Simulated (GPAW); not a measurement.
# B K-edge XANES of BP (F-43m), part 4 of 4

Aim: the dependence of the B K near-edge features of BP (F-43m) on volume.

GPAW 26.7.0; X-ray absorption from dipole matrix elements to empty bands, plane-wave PAW LDA.

So far. Step 10 (Spectrum with FCH, B atom 2): The scaled spectrum changes by 6 % r.m.s. The highest intensity below 16 eV goes from 2.4 eV (1.84) to 2.3 eV (1.92).

**12. Spectrum with FCH, B atom 2**

Shorter bonds are expected to push antibonding states and scattering resonances up, and longer ones down; the cell is scaled to test that.

Changed against the first core-hole run: volume scale from 1 to 1.06.

File xas.py:

```python
import numpy as np
from ase import Atoms
from ase.parallel import parprint, paropen
from gpaw import GPAW, PW, FermiDirac, Mixer, MixerDif, setup_paths
from gpaw.test import gen
setup_paths.insert(0, '.')
gen('B', name='fch1s', xcname='LDA', corehole=(1, 0, 1), write_xml=True)
from gpaw.mpi import world
world.barrier()

atoms = Atoms('P6B6',
    cell=[[2.31350149, 4.62700299, 2.31350149],
     [4.62700299, -2.31350149, -2.31350149],
     [2.31350149, 2.31350149, -4.62700299]],
    scaled_positions=[[0.125, 0.375, 0.625],
     [0.625, 0.54166667, 0.79166667],
     [0.125, 0.70833333, 0.95833333],
     [0.625, 0.875, 0.125],
     [0.125, 0.04166667, 0.29166667],
     [0.625, 0.20833333, 0.45833333],
     [0, 0, 0],
     [0.5, 0.16666667, 0.16666667],
     [0, 0.33333333, 0.33333333],
     [0.5, 0.5, 0.5],
     [0, 0.66666667, 0.66666667],
     [0.5, 0.83333333, 0.83333333]],
    pbc=True)
atoms.calc = calc = GPAW(legacy_gpaw=True, mode=PW(430, force_complex_dtype=True), xc='LDA', setups={6: 'fch1s'},
    kpts={'size': (3, 4, 4), 'gamma': True}, occupations=FermiDirac(0.02),
    charge=0, mixer=Mixer(0.1, 5, 50), maxiter=150,
    convergence={'density': 0.0001, 'eigenstates': 1e-6}, txt='scf.txt')
energy = atoms.get_potential_energy() + calc.get_reference_energy()
ef = calc.get_fermi_level()
out = dict(energy=energy, fermi=ef, forces=atoms.get_forces().tolist())
parprint(f'all-electron energy {energy:.4f} eV, Fermi level {ef:.4f} eV')
ev = np.array([[calc.get_eigenvalues(k, s) for k in range(len(calc.get_ibz_k_points()))] for s in range(calc.get_number_of_spins())])
out['homo'], out['lumo'], out['counts'] = ev[ev < ef].max(), ev[ev > ef].min(), sorted(set((ev < ef).sum((0, 2)).tolist()))
out['filled'] = (ev[:, 0] < ef).sum(1).tolist()

from ase.units import Ha
from gpaw.xas import dipole_matrix_elements
nb = int(calc.get_number_of_electrons() / 2) + 91
top, nb = nb, nb + 8 + nb // 12
nscf = calc.fixed_density(kpts={'size': (5, 5, 5), 'gamma': True}, nbands=nb,
    convergence={'bands': top, 'eigenstates': 5e-3}, maxiter=60, txt='nscf.txt')
cell = atoms.cell.array
ops = [cell.T @ U.T @ np.linalg.inv(cell.T) for U in nscf.wfs.kd.symmetry.op_scc]
filled = [24]  # bands filled in the ground state, by spin
E = np.arange(-6, 34, 0.1)
fwhm = np.interp(E, [4, 25], [0.9, 3.5])
Y, X, zero, highest = 0, 0, 1e9, 1e9
for spin in range(nscf.get_number_of_spins()):
    wfs = nscf.wfs
    mine = wfs.bd.get_slice()  # this rank's bands
    A = dipole_matrix_elements(wfs.setups[6])
    eps = np.zeros((wfs.kd.nibzkpts, nb))
    d = np.zeros((3, A.shape[1], wfs.kd.nibzkpts, nb), complex)
    for kpt in wfs.kpt_u:
        if kpt.s == spin and 6 in kpt.P_ani:
            eps[kpt.k, mine] = kpt.eps_n * Ha
            d[:, :, kpt.k, mine] = (kpt.weight * wfs.nspins / 2) ** 0.5 * np.inner(A, kpt.P_ani[6])
    world.sum(eps)
    world.sum(d)
    T = np.einsum('amkn,bmkn->abkn', d, d.conj()).real
    T = sum(np.einsum('ai,ijkn,bj->abkn', R, T, R) for R in ops) / len(ops)
    empty = np.ones_like(eps, bool) & (np.arange(nb) >= filled[spin])
    zero, highest = min(zero, eps[empty].min()), min(highest, eps[:, top - 1].min())
    lines = [(eps, T, empty)] if spin == 0 else lines + [(eps, T, empty)]
for eps, T, empty in lines:
    f = np.einsum('aakn->akn', T).reshape(3, -1)
    x = eps.ravel() - zero
    w = np.interp(x, E, fwhm) / 2.35482
    g = np.exp(-0.5 * ((E[:, None] - x) / w) ** 2) / (w * (2 * np.pi) ** 0.5)
    Y = Y + (f * empty.ravel()) @ g.T
    X = X + (f * ~empty.ravel()) @ g.T
out.update(E=E.round(2).tolist(), xas=Y.tolist(), xes=X.tolist(), zero=zero, valid=highest - zero, nk=len(eps), nb=nb)
for i in range(0, len(E), 10):
    parprint(f'{E[i]:7.2f}', *(f'{v:10.3e}' for v in Y[:, i]))
import json
with paropen('out.json', 'w') as f:
    json.dump(out, f)
```

On the command line:

```
OMP_NUM_THREADS=1 mpirun -n 4 gpaw python xas.py
```

Numbers of over 12 decimals in the logs are rounded to 6 here.

Output:

```text
Input parameters:
  convergence: {density: 0.0001,
                eigenstates: 1e-06}
  kpts: {gamma: True,
         size: (3, 4, 4)}
  maxiter: 150
  mixer: {backend: pulay,
          beta: 0.1,
          method: separate,
          nmaxold: 5,
          weight: 50}
  mode: {ecut: 430.0,
         force_complex_dtype: True,
         name: pw}
  occupations: {fixmagmom: False,
                name: fermi-dirac,
[...]
*p    :     0.346334
*d    :     0.000000
--------------------------------

Diagonalizing with gridspacing h=0.050

state   all-electron     PAW
-------------------------------
2s:      -0.864526    -0.865247
2p:      -0.653666    -0.654690
*d:                   -0.075592
*f:                   -0.015154
-------------------------------
all-electron energy -59513.3652 eV, Fermi level 7.5662 eV
[...]
32.00  2.164e-04  2.196e-04  2.164e-04
  33.00  2.041e-04  2.082e-04  2.041e-04
[key lines of the parts left out:]
Converged after 18 iterations.
Dipole moment: (-6.375763, -9.139534, -6.375763) |e|*Ang
Free energy:   -106.898591
Fermi level: 7.56623
```

Run time: 51 s. Hardware: 4 MPI ranks of Intel Xeon Platinum 8488C (Sapphire Rapids), shared host; peak memory 0.35 GiB.

```
E (eV)  first run  this run
  -2.0       0.00      0.00
  -1.0       0.00      0.00
   0.0       0.10      0.14
   1.0       0.97      1.23
   2.0       1.74      1.97
   3.0       1.57      1.66
   4.0       1.47      1.54
   5.0       1.24      1.30
   6.0       1.33      1.37
   7.0       1.36      1.27
   8.0       1.23      1.11
   9.0       1.04      0.91
  10.0       0.98      0.98
  11.0       1.01      0.95
  12.0       0.88      0.72
  13.0       0.65      0.60
  14.0       0.60      0.73
  15.0       0.78      0.86
  16.0       0.90      0.71
  17.0       0.73      0.55
  18.0       0.56      0.53
  19.0       0.52      0.54
  20.0       0.52      0.53
  21.0       0.52      0.49
  22.0       0.48      0.44
  23.0       0.44      0.42
  24.0       0.42      0.46
  25.0       0.46      0.53
  26.0       0.53      0.58
```

Against the first run the r.m.s. difference is 12 %. The highest intensity below 16 eV goes from 2.4 eV (1.84) to 2.2 eV (2.00).

The photon energy of the zero moves by +0.27 eV.

**13. The volumes side by side**

```
volume  nearest distance (Å)  shift of the zero (eV)  maximum 1 (eV above own zero)  maximum 2 (eV above own zero)  maximum 3 (eV above own zero)
  0.94                 1.925                   -0.30                            2.5                            7.1                           16.9
  0.97                 1.945                   -0.15                            2.5                            6.8                           16.4
     1                 1.965                   +0.00                            2.4                            6.6                           15.9
  1.03                 1.984                   +0.14                            2.3                            6.3                           15.4
  1.06                 2.004                   +0.27                            2.2                            6.0                           15.0
```

The curves, each shifted by its zero's change so that they share one photon-energy axis, counted from the zero at V × 1:

```
E (eV)  V × 0.94  V × 0.97  V × 1  V × 1.03  V × 1.06
  -2.0      0.00      0.00   0.00      0.00      0.00
  -1.0      0.00      0.00   0.00      0.00      0.00
   0.0      0.19      0.14   0.10      0.07      0.05
   1.0      1.01      1.00   0.97      0.93      0.88
   2.0      1.64      1.69   1.74      1.80      1.88
   3.0      1.35      1.46   1.57      1.69      1.80
   4.0      1.36      1.41   1.47      1.52      1.58
   5.0      1.14      1.19   1.24      1.29      1.33
   6.0      1.28      1.31   1.33      1.35      1.36
   7.0      1.40      1.39   1.36      1.33      1.30
   8.0      1.28      1.25   1.23      1.20      1.16
   9.0      1.13      1.09   1.04      0.99      0.94
  10.0      1.03      1.00   0.98      0.97      0.95
  11.0      1.04      1.03   1.01      1.00      0.99
  12.0      0.95      0.92   0.88      0.83      0.79
  13.0      0.75      0.70   0.65      0.62      0.61
  14.0      0.59      0.58   0.60      0.63      0.68
  15.0      0.64      0.71   0.78      0.83      0.85
  16.0      0.88      0.91   0.90      0.85      0.76
  17.0      0.92      0.84   0.73      0.64      0.58
  18.0      0.71      0.62   0.56      0.53      0.53
  19.0      0.54      0.52   0.52      0.52      0.53
  20.0      0.50      0.51   0.52      0.53      0.53
  21.0      0.51      0.52   0.52      0.51      0.51
  22.0      0.50      0.50   0.48      0.47      0.45
  23.0      0.47      0.45   0.44      0.43      0.42
  24.0      0.43      0.42   0.42      0.43      0.44
  25.0      0.43      0.45   0.46      0.49      0.51
```

**14. Results**

```
absorber and edge                               : B K, atom 2 of the ground-state input (counted from 1)
surroundings                                    : 4 P at 1.97 Å (tetrahedral, site symmetry -43m)
highest intensity below 16 eV                   : 2.4 eV above the zero, height 1.84
photon energy of the zero, with the added terms : 186.1 eV (raw 191.7 eV; LDA puts this hole about 2 eV below PBE, itself good to a few eV)
```

**Reading.** From V × 0.94 to V × 1.06 the nearest distance grows by 0.079 Å and the zero moves by +0.57 eV. Above their own zero, the maxima move from 2.5 to 2.2 eV, from 7.1 to 6.0 eV and from 16.9 to 15.0 eV. The one highest in energy moves most, in the direction that the rule ΔE·R² ≈ constant for scattering resonances gives. The B K edge of atom 2, with 4 P at 1.97 Å (tetrahedral, site symmetry -43m), has its highest intensity of the first 16 eV at 2.4 eV above the zero, near 188 eV in photon energy (LDA puts this hole about 2 eV below PBE, itself good to a few eV), 1.8 times the mean level of the first 20 eV (Gaussian full width 0.9 eV up to 4 eV, rising linearly to 3.5 eV at 25 eV). The holes are only 5.6 Å apart, so the shape is probably not converged with cell size; no larger cell was run here. The mesh is coarse (0.27 Å⁻¹ between points), so small maxima may be mesh ripples. The structure is a published determination, not relaxed.

[Banner, clock and machine lines of the logs are left out without a mark of their own.]

[Logs are printed without paths, hosts, clocks, repeated set-up lines and the standing remarks that a program may print on its own settings, such as how far it seeks lower states.]

[Hosts, paths, dates, database ids (printed as entryN), source tags and the programs' standing remarks are cut or masked in the printed files.]

[Lists of maxima count a maximum above −3 eV only where it reaches 4 % of the highest in the window and stands out from its surroundings by 2 % of it (1.5 % where it reaches 55 %); shoulders and weaker maxima are passed over, and of the rest the first, up to two pre-edge ones and the few strongest are named.]
